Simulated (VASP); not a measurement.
# Ba (Im-3m) in VASP: reference runs

Aim: a first look at Ba with PBE, on the cell as given and on a disturbed one.

All numbers are computed with VASP 6.6.1; they aren't measurements. Logs are shortened: lines on timing, memory, paths and dates and some standing lists are left out, and cuts for length are marked.

## (1) The structure

Symmetry: Im-3m, No. 229, cubic system. Conventional cell: a = 5.013 Å, b = 5.013 Å, c = 5.013 Å, α = 90.00°, β = 90.00°, γ = 90.00°. Around Ba (site symmetry m-3m) lie 8 Ba at 4.34 Å.

## (2) Single point, PBE

The input, INCAR:

```
SYSTEM = Ba
PREC = Accurate
ENCUT = 520
EDIFF = 1E-7
ISMEAR = -1
SIGMA = 0.05
LREAL = .False.
LASPH = .True.
NELM = 100
ALGO = Normal
ISIF = 2
LWAVE = .False.
LCHARG = .False.
GGA = PE
NBANDS = 11
```

The input, KPOINTS:

```
regular mesh
0
Gamma
  8 8 8
  0 0 0
```

The input, POSCAR:

```
Ba
1.0
   -2.5065000000      2.5065000000      2.5065000000
    2.5065000000     -2.5065000000      2.5065000000
    2.5065000000      2.5065000000     -2.5065000000
Ba
1
Direct
    0.0000000000      0.0000000000      0.0000000000
```

Potentials or basis: VASP PAW PBE potentials, release 64 (Ba_sv).

Command:

```console
cat potpaw_PBE.64/Ba_sv/POTCAR > POTCAR
mpirun -np 1 vasp_std > vasp.out
```

OUTCAR:

```text
SYSTEM = Ba
   PREC = Accurate
   ENCUT = 520
   EDIFF = 1E-7
   ISMEAR = -1
   LREAL = .False.
   LASPH = .True.
   NELM = 100
   ISIF = 2
   GGA = PE

 ion  position               nearest neighbor table
   1  0.000  0.000  0.000-

  LATTYP: Found a body centered cubic cell.
 ALAT       =     5.0130000000

  Lattice vectors:

 A1 = (  -2.5065000000,   2.5065000000,   2.5065000000)
 A2 = (   2.5065000000,  -2.5065000000,   2.5065000000)
 A3 = (   2.5065000000,   2.5065000000,  -2.5065000000)

Analysis of symmetry for initial positions (statically):
=====================================================================
 Subroutine PRICEL returns:
 Original cell was already a primitive cell.

 Routine SETGRP: Setting up the symmetry group for a
 body centered cubic supercell.

 Subroutine GETGRP returns: Found 48 space group operations
 (whereof 48 operations were pure point group operations)
 out of a pool of 48 trial point group operations.

The static configuration has the point symmetry O_h .

Analysis of symmetry for dynamics (positions and initial velocities):
=====================================================================
 Subroutine PRICEL returns:
 Original cell was already a primitive cell.

 Routine SETGRP: Setting up the symmetry group for a
 body centered cubic supercell.

 Subroutine GETGRP returns: Found 48 space group operations
 (whereof 48 operations were pure point group operations)
 out of a pool of 48 trial point group operations.

The dynamic configuration has the point symmetry O_h .

 Subroutine INISYM returns: Found 48 space group operations
 (whereof 48 operations are pure point group operations),
 and found     1 'primitive' translations

----------------------------------------------------------------------------------------

                                     Primitive cell

  volume of cell :      62.9888

  direct lattice vectors                    reciprocal lattice vectors
    -2.506500000  2.506500000  2.506500000     0.000000000  0.199481348  0.199481348
     2.506500000 -2.506500000  2.506500000     0.199481348  0.000000000  0.199481348
     2.506500000  2.506500000 -2.506500000     0.199481348  0.199481348  0.000000000

  length of vectors
     4.341385349  4.341385349  4.341385349     0.282109228  0.282109228  0.282109228

  position of ions in fractional coordinates (direct lattice)
     0.000000000  0.000000000  0.000000000

  ion indices of the primitive-cell ions
   primitive index   ion index
                 1           1

----------------------------------------------------------------------------------------

 KPOINTS: regular mesh

Automatic generation of k-mesh.
 Grid dimensions read from file:
 generate k-points for:    8    8    8

 Generating k-lattice:

  Cartesian coordinates                     Fractional coordinates (reciprocal lattice)
     0.000000000  0.024935169  0.024935169     0.125000000  0.000000000  0.000000000
     0.024935169  0.000000000  0.024935169     0.000000000  0.125000000  0.000000000
     0.024935169  0.024935169  0.000000000     0.000000000  0.000000000  0.125000000

  Length of vectors
     0.035263654  0.035263654  0.035263654

  Shift w.r.t. Gamma in fractional coordinates (k-lattice)
     0.000000000  0.000000000  0.000000000

 Subroutine IBZKPT returns following result:
 ===========================================

 Found     29 irreducible k-points:

 Following reciprocal coordinates:
            Coordinates               Weight
  0.000000  0.000000  0.000000      1.000000
  0.125000  0.000000  0.000000     12.000000
  0.250000  0.000000  0.000000     12.000000
  0.375000  0.000000  0.000000     12.000000
  0.500000  0.000000  0.000000      6.000000
  0.125000  0.125000  0.000000     24.000000
[... 21 lines left out ...]
  0.500000  0.500000  0.375000     12.000000
  0.500000  0.500000  0.500000      1.000000
   k-points           NKPTS =     29   k-points in BZ     NKDIM =     29   number of bands    NBANDS=     11
   number of dos      NEDOS =    301   number of ions     NIONS =      1
   total plane-waves  NPLWV =  32768
   dimension x,y,z NGX =    32 NGY =   32 NGZ =   32
   dimension x,y,z NGXF=    64 NGYF=   64 NGZF=   64
   ions per type =               1
   NGX,Y,Z   is equivalent  to a cutoff of  12.25, 12.25, 12.25 a.u.
   NGXF,Y,Z  is equivalent  to a cutoff of  24.51, 24.51, 24.51 a.u.
 SYSTEM =  Ba
   PREC   = accura    normal or accurate (medium, high low for compatibility)
   ISTART =      0    job   : 0-new  1-cont  2-samecut
   ICHARG =      2    charge: 1-file 2-atom 10-const
   ISPIN  =      1    spin polarized calculation?
   LNONCOLLINEAR =      F non collinear calculations
   LSORBIT =      F    spin-orbit coupling
   LASPH  =      T    aspherical Exc in radial PAW
   ENCUT  =  520.0 eV  38.22 Ry    6.18 a.u.   8.07  8.07  8.07*2*pi/ulx,y,z
   NELM   =    100;   NELMIN=  2; NELMDL= -5     # of ELM steps
   EDIFF  = 0.1E-06   stopping-criterion for ELM
   LREAL  =      F    real-space projection
   EDIFFG = 0.1E-05   stopping-criterion for IOM
   NSW    =      0    number of steps for IOM
   IBRION =     -1    ionic relax: 0-MD 1-quasi-New 2-CG
   NFREE  =      0    steps in history (QN), initial steepest desc. (CG)
   ISIF   =      2    stress and relaxation
   ISYM   =      2    0-nonsym 1-usesym 2-fastsym
   POTIM  = 0.5000    time-step for ionic-motion
   TEBEG  =    0.0;   TEEND  =   0.0 temperature during run
   PSTRESS=    0.0 pullay stress
   NELECT =      10.0000    total number of electrons
   NUPDOWN=      -1.0000    fix difference up-down
   EMIN   =  10.00;   EMAX   =-10.00  energy-range for DOS
   EFERMI =   0.00;   METHOD = LEGACY
   ISMEAR =    -1;   SIGMA  =   0.05  broadening in eV -4-tet -1-fermi 0-gaus
   EFERMI_NEDOS =   21; number of points for ismear=-14 and -15
   IALGO  =     38    algorithm
   IMIX   =      4    mixing-type and parameters
     AMIX     =   0.40;   BMIX     =  1.00
     AMIX_MAG =   1.60;   BMIX_MAG =  1.00
  volume/ion in A,a.u.               =      62.99       425.07
  Fermi-wavevector in a.u.,A,eV,Ry     =   0.886449  1.675146 10.691349  0.785792
  Thomas-Fermi vector in A             =   2.007617
   LORBIT       =      0    0 simple, 1 ext, 2 COOP (PROOUT), +10 PAW based schemes
   GGA     = PE    functional components
   LHFCALC =     F    Hartree Fock is set to
   AEXX    =    0.0000 exact exchange contribution
   IVDW    =     0    specifies the selected vdW correction
   LEPSILON=     F    determine dielectric tensor
   LRPA    =     F    only Hartree local field effects (RPA)
 non-spin polarized calculation
  energy-cutoff  :      520.00
  volume of cell :       62.99
 maximum number of plane-waves:      1724
   NGX = 17   NGY = 17   NGZ = 17

 number of electron      10.0000000 magnetization

 number of electron       9.9999999 magnetization

 Free energy of the ion-electron system (eV)
  ---------------------------------------------------
  ext. energy  EPLUGINS =         0.00000000
  ---------------------------------------------------
  free energy    TOTEN  =        -1.91646401 eV

  energy without entropy =       -1.90854129  energy(sigma->0) =       -1.91250265

 E-fermi :   1.6298     XC(G=0):  -7.4091

 val. band max:        1.5656182647   @ k =  -0.3750   0.5000   0.2500
 cond. band min:       1.7673637927   @ k =   0.2500   0.2500   0.1250
 fundamental gap:      0.2017455280
 Fermi energy:         1.6297601853

 k-point     1 :       0.0000    0.0000    0.0000
  band No.  band energies     occupation
      1     -27.2372      2.00000
      2     -12.1866      2.00000
      3     -12.1866      2.00000
      4     -12.1866      2.00000
      5      -1.1032      2.00000
      6       3.4784      0.00000
      7       3.4784      0.00000
      8       3.4784      0.00000
      9       4.8786      0.00000
     10       4.8786      0.00000
     11       8.5831      0.00000

 k-point     2 :       0.1250    0.0000    0.0000
  band No.  band energies     occupation
      1     -27.2309      2.00000
      2     -12.2585      2.00000
      3     -12.2088      2.00000
      4     -12.1870      2.00000
      5      -0.8163      2.00000
      6       3.2535      0.00000
      7       3.3251      0.00000
      8       3.7749      0.00000
      9       4.5935      0.00000
     10       4.8665      0.00000
     11       8.8859      0.00000

 k-point     3 :       0.2500    0.0000    0.0000
  band No.  band energies     occupation
      1     -27.2156      2.00000
      2     -12.4253      2.00000
      3     -12.2616      2.00000
      4     -12.1881      2.00000
      5      -0.0923      2.00000
      6       2.8075      0.00000
      7       2.8153      0.00000
      8       4.6298      0.00000
      9       4.6367      0.00000
     10       4.9376      0.00000
     11       8.8987      0.00000

 k-point     4 :       0.3750    0.0000    0.0000
  band No.  band energies     occupation
      1     -27.2002      2.00000
      2     -12.5833      2.00000
      3     -12.3133      2.00000
      4     -12.1893      2.00000
      5       0.5838      2.00000
      6       2.4665      0.00000
      7       2.6441      0.00000
      8       4.8716      0.00000
      9       5.1990      0.00000
     10       5.9057      0.00000
     11       7.8674      0.00000
[... 309 lines left out ...]
 k-point    27 :      -0.3750    0.3750    0.3750
  band No.  band energies     occupation
      1     -27.1714      2.00000
      2     -12.5020      2.00000
      3     -12.4574      2.00000
      4     -12.4574      2.00000
      5       1.3610      1.99078
      6       1.4329      1.96171
      7       4.4429      0.00000
      8       4.4429      0.00000
      9       4.9964      0.00000
     10       5.7193      0.00000
     11       8.6170      0.00000

 k-point    28 :       0.5000    0.5000    0.3750
  band No.  band energies     occupation
      1     -27.1664      2.00000
      2     -12.5268      2.00000
      3     -12.4814      2.00000
      4     -12.4616      2.00000
      5       1.2599      1.99877
      6       1.2936      1.99760
      7       4.5306      0.00000
      8       4.7141      0.00000
      9       6.0500      0.00000
     10       6.4427      0.00000
     11       7.2622      0.00000

 k-point    29 :       0.5000    0.5000    0.5000
  band No.  band energies     occupation
      1     -27.1617      2.00000
      2     -12.5057      2.00000
      3     -12.5057      2.00000
      4     -12.5057      2.00000
      5       1.1021      1.99995
      6       1.1021      1.99995
      7       6.0079      0.00000
      8       6.0079      0.00000
      9       6.0079      0.00000
     10       6.3774      0.00000
     11       6.3774      0.00000

------------------------ aborting loop because EDIFF is reached ----------------------------------------

  FORCE on cell =-STRESS in cart. coord.  units (eV):
  Direction    XX          YY          ZZ          XY          YZ          ZX
  --------------------------------------------------------------------------------------
  -------------------------------------------------------------------------------------
  Total        0.0152966      0.0152966      0.0152966      0.0000000     -0.0000000     -0.0000000
  in kB        0.3890823      0.3890823      0.3890823      0.0000000     -0.0000000     -0.0000000
  external PRESSURE =       0.3890823 kB  Pullay stress =       0.0000000 kB

 VOLUME and BASIS-vectors are now :
 -----------------------------------------------------------------------------
  energy-cutoff  :      520.00
  volume of cell :       62.99
      direct lattice vectors                 reciprocal lattice vectors
    -2.506500000  2.506500000  2.506500000     0.000000000  0.199481348  0.199481348
     2.506500000 -2.506500000  2.506500000     0.199481348  0.000000000  0.199481348
     2.506500000  2.506500000 -2.506500000     0.199481348  0.199481348  0.000000000

 POSITION                                       TOTAL-FORCE (eV/Angst)
 -----------------------------------------------------------------------------------
      0.00000      0.00000      0.00000         0.000000      0.000000      0.000000
 -----------------------------------------------------------------------------------
    total drift:                               -0.000000      0.000000     -0.000000

  FREE ENERGIE OF THE ION-ELECTRON SYSTEM (eV)
  ---------------------------------------------------
  free  energy   TOTEN  =        -1.9164640129 eV

  energy  without entropy=       -1.9085412917  energy(sigma->0) =       -1.91250265
```

It took 7.8 s on 1 thread of Intel Xeon Platinum 8488C (Sapphire Rapids), shared host; peak memory 0.17 GiB.

What came out:

* Free energy: -1.9165 eV
* Pressure: 0.0 GPa
* Band gap on the k mesh: none (metal or under the smearing width)

Levels at points of the mesh, in eV from the Fermi level:
| k point | band 3 | band 4 | band 5 | band 6 | band 7 | band 8 |
| --- | --- | --- | --- | --- | --- | --- |
| (0.00, 0.00, 0.00) | -13.82 | -13.82 | -2.73 | 1.85 | 1.85 | 1.85 |
| (0.50, 0.00, 0.00) | -13.96 | -13.82 | -0.87 | 0.71 | 1.27 | 3.22 |
| (0.50, 0.50, 0.50) | -14.14 | -14.14 | -0.53 | -0.53 | 4.38 | 4.38 |

The run has no spin-orbit coupling, so splittings on Ba are missing.

## (3) Single point, PBE (cell strained at random at fixed volume)

The input, INCAR:

```
SYSTEM = Ba
  PREC = Accurate
  ENCUT = 520
  EDIFF = 1E-7
  ISMEAR = -1
  SIGMA = 0.05
  LREAL = .False.
  LASPH = .True.
  NELM = 60
  ALGO = Normal
  ISIF = 2
  LWAVE = .False.
  LCHARG = .False.
  GGA = PE
  NBANDS = 11
```

KPOINTS is that of step 2.

The input, POSCAR:

```
Ba
1.0
   -2.4717600000      2.4776470000      2.4485140000
    2.5653110000     -2.5280200000      2.5924380000
    2.4506570000      2.5069170000     -2.4988870000
Ba
1
Direct
   -0.0010750000      0.0047450000     -0.0114680000
```

Potentials or basis: VASP PAW PBE potentials, release 64 (Ba_sv).

Command:

```console
cat potpaw_PBE.64/Ba_sv/POTCAR > POTCAR
mpirun -np 1 vasp_std > vasp.out
```

OUTCAR:

```text
SYSTEM = Ba
   PREC = Accurate
   ENCUT = 520
   EDIFF = 1E-7
   ISMEAR = -1
   LREAL = .False.
   LASPH = .True.
   NELM = 60
   ISIF = 2
   GGA = PE

 ion  position               nearest neighbor table
   1  0.999  0.005  0.989-

  LATTYP: Found a triclinic cell.
 ALAT       =    11.0603536531
 B/A-ratio  =     0.6310014304
 C/A-ratio  =     0.3937868289
 COS(alpha) =     0.0006231168
 COS(beta)  =     0.2691697168
 COS(gamma) =     0.9448610657

  Lattice vectors:

[... 768 lines left out ...]
     10       5.5191      0.00000
     11       8.4253      0.00000

 [... further k-points ...]

------------------------ aborting loop because EDIFF is reached ----------------------------------------

  FORCE on cell =-STRESS in cart. coord.  units (eV):
  Direction    XX          YY          ZZ          XY          YZ          ZX
  --------------------------------------------------------------------------------------
  -------------------------------------------------------------------------------------
  Total        0.0156413      0.0352299      0.0040589      0.0263060      0.0822965     -0.1607724
  in kB        0.3978511      0.8961055      0.1032424      0.6691164      2.0932857     -4.0893940
  external PRESSURE =       0.4657330 kB  Pullay stress =       0.0000000 kB

 VOLUME and BASIS-vectors are now :
 -----------------------------------------------------------------------------
  energy-cutoff  :      520.00
  volume of cell :       62.99
      direct lattice vectors                 reciprocal lattice vectors
    -2.471760000  2.477647000  2.448514000    -0.002886079  0.202632878  0.200453649
     2.565311000 -2.528020000  2.592438000     0.195742486  0.002797021  0.194770549
     2.450657000  2.506917000 -2.498887000     0.200242610  0.201449902 -0.001703103

 POSITION                                       TOTAL-FORCE (eV/Angst)
 -----------------------------------------------------------------------------------
     -0.03438      4.94116     -0.01205        -0.000000     -0.000000     -0.000000
 -----------------------------------------------------------------------------------
    total drift:                                0.000001     -0.000001     -0.000001

  FREE ENERGIE OF THE ION-ELECTRON SYSTEM (eV)
  ---------------------------------------------------
  free  energy   TOTEN  =        -1.9124438449 eV

  energy  without entropy=       -1.9043963822  energy(sigma->0) =       -1.90842011
```

OSZICAR:

```text
N       E                     dE             d eps       ncg     rms          rms(c)
DAV:   1     0.541962826190E+02    0.54196E+02   -0.42234E+03  5728   0.746E+02
DAV:   2     0.806413799021E+00   -0.53390E+02   -0.52024E+02  6846   0.138E+02
DAV:   3    -0.182879797614E+01   -0.26352E+01   -0.26148E+01  7487   0.313E+01
DAV:   4    -0.191008521509E+01   -0.81287E-01   -0.81159E-01  7588   0.506E+00
DAV:   5    -0.191195358958E+01   -0.18684E-02   -0.18681E-02  7678   0.625E-01    0.163E+00
DAV:   6    -0.191170227264E+01    0.25132E-03   -0.33968E-03  7005   0.543E-01    0.970E-01
DAV:   7    -0.191224239610E+01   -0.54012E-03   -0.67097E-03  6676   0.858E-01    0.436E-02
DAV:   8    -0.191243378187E+01   -0.19139E-03   -0.34787E-04  8861   0.108E-01    0.306E-02
DAV:   9    -0.191244244166E+01   -0.86598E-05   -0.68337E-06  6984   0.231E-02    0.607E-03
DAV:  10    -0.191244387786E+01   -0.14362E-05   -0.44174E-06  7129   0.134E-02    0.170E-03
DAV:  11    -0.191244384488E+01    0.32980E-07   -0.70616E-07  7984   0.679E-03
   1 F= -.19124438E+01 E0= -.19084201E+01  d E =-.804746E-02
```

It took 81 s on 1 thread of Intel Xeon Platinum 8488C (Sapphire Rapids), shared host; peak memory 0.31 GiB.

Results:

- Free energy: -1.9124 eV
- Pressure: 0.0 GPa
- Band gap on the k mesh: none (metal or under the smearing width)

Levels at points of the mesh, in eV from the Fermi level:
| k point | band 3 | band 4 | band 5 | band 6 | band 7 | band 8 |
| --- | --- | --- | --- | --- | --- | --- |
| (0.00, 0.00, 0.00) | -13.82 | -13.81 | -2.73 | 1.71 | 1.77 | 2.03 |
| (0.50, 0.00, 0.00) | -13.98 | -13.82 | -0.86 | 0.71 | 1.34 | 3.17 |
| (0.00, 0.50, 0.00) | -13.94 | -13.81 | -0.91 | 0.71 | 1.13 | 3.29 |
| (0.50, 0.50, 0.00) | -13.96 | -13.82 | -0.87 | 0.67 | 1.26 | 3.29 |
| (0.00, 0.00, 0.50) | -13.98 | -13.82 | -0.87 | 0.67 | 1.31 | 3.25 |
| (0.50, 0.00, 0.50) | -13.99 | -13.83 | -0.85 | 0.77 | 1.37 | 3.06 |
| (0.00, 0.50, 0.50) | -13.95 | -13.82 | -0.89 | 0.69 | 1.21 | 3.28 |
| (0.50, 0.50, 0.50) | -14.14 | -14.10 | -0.53 | -0.52 | 4.25 | 4.43 |

Spin-orbit coupling is left out, which matters for the levels of Ba.
